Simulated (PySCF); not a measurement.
Input of a PySCF 2.14.0 run:

Contents of run.py:

```python
import json
import numpy as np
from pyscf.pbc import gto
from pyscf.dispersion import dftd3

symbols = ['Sn', 'Sn']
frac = np.array([[0.75, 0.75, 0.75], [0.5, 0.5, 0.5]])
cells = [
    [[0.0, 3.16733769, 3.16733769], [3.16733769, 0.0, 3.16733769], [3.16733769, 3.16733769, 0.0]],
    [[0.0, 3.18964362, 3.18964362], [3.18964362, 0.0, 3.18964362], [3.18964362, 3.18964362, 0.0]],
    [[0.0, 3.21164186, 3.21164186], [3.21164186, 0.0, 3.21164186], [3.21164186, 3.21164186, 0.0]],
    [[0.0, 3.2333428, 3.2333428], [3.2333428, 0.0, 3.2333428], [3.2333428, 3.2333428, 0.0]],
    [[0.0, 3.25475629, 3.25475629], [3.25475629, 0.0, 3.25475629], [3.25475629, 3.25475629, 0.0]],
    [[0.0, 3.27589166, 3.27589166], [3.27589166, 0.0, 3.27589166], [3.27589166, 3.27589166, 0.0]],
    [[0.0, 3.29675778, 3.29675778], [3.29675778, 0.0, 3.29675778], [3.29675778, 3.29675778, 0.0]],
]
e_dft = [-189.349868, -189.408257, -189.455679, -189.493071, -189.52139, -189.541519, -189.554273]  # eV, free energies of the PBEsol runs on these cells
e_disp = []
for a, e in zip(cells, e_dft):
    cell = gto.M(a=a, atom=list(zip(symbols, frac @ np.array(a))), basis={'Sn': 'DZVP-MOLOPT-SR-GTH-q4'}, pseudo={'Sn': 'GTH-PBE-q4'}, verbose=0)
    d = dftd3.DFTD3Dispersion(cell, xc='pbesol', version='d3bj', atm=False).get_dispersion()['energy'] * 27.211386245988
    e_disp.append(float(d))
    print('V = %10.4f A^3   E(DFT) = %14.6f   E(disp) = %10.6f   sum = %14.6f eV' % (abs(np.linalg.det(a)), e, d, e + d))
json.dump(e_disp, open('results.json', 'w'))
```

Potentials or basis: DZVP-MOLOPT-SR/GTH-PBE (potentials made for PBE).

Run with:

```bash
$ python -u run.py > log
```

Question: Predict the bulk modulus.

Answer: 40 GPa.

Question: Estimate the pressure derivative of the bulk modulus.

Answer: 4.4.

Energy against volume, from the lowest point:
| volume (Å³/atom) | energy (meV/atom) |
| --- | --- |
| 31.775 | 65.45 |
| 32.451 | 43.06 |
| 33.127 | 25.89 |
| 33.803 | 13.44 |
| 34.479 | 5.26 |
| 35.155 | 0.92 |
| 35.831 | 0.00 |

Caveat: the potentials were made for another functional, which shifts forces and pressure; the basis of atomic orbitals isn't converged, which shifts pressures, moduli and gaps. Zero-point motion and thermal expansion aren't in these numbers.
